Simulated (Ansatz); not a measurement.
Orbital character of the bands of H

```yaml
crystal:
  lattice:
    - [3.78200, 0.00000, 0.00000]
    - [-1.89100, 3.27531, 0.00000]
    - [0.00000, 0.00000, 6.16700]
  atoms:
    - { symbol: H, position: [0.33333, 0.66667, 0.12300] }
    - { symbol: H, position: [0.66667, 0.33333, 0.62300] }
    - { symbol: H, position: [0.33333, 0.66667, 0.37700] }
    - { symbol: H, position: [0.66667, 0.33333, 0.87700] }
```

Atom numbers follow the list: H1, H2, H3, H4.

The geometry is COD entry 9013073, unchecked; take it as a test cell.

Theory: DFT, PBE, all-electron LAPW, scalar-relativistic in Ansatz 0.2.0.

Sampling and basis: a Γ-centred 9×9×5 k mesh, Fermi–Dirac smearing of 0.01 eV, basis error target 1 meV/atom, no spin polarisation.

Weights are projections on a minimal set of Löwdin-orthogonalised atomic shells, summed over atoms of an element; the rest lies outside that basis, and weights on diffuse cation s shells are inflated where empty shells are missing from it. Energies are in eV from the valence-band top.

Points: Γ (0.000, 0.000, 0.000), A (0.000, 0.000, 0.500).

| state | character |
| --- | --- |
| Γ, -2.32 eV | ? |
| Γ, -0.02 eV | ? |
| A, -1.56 eV (×2) | ? |

(1) Fill in "character" for the row "Γ, -0.02 eV".

(2) What belongs in the row "Γ, -2.32 eV", column "character"?

(3) Give the missing entry: row "A, -1.56 eV (×2)", column "character".

## Answers

(1) H 1s 100 %.

(2) H 1s 98 %.

(3) H 1s 99 %.
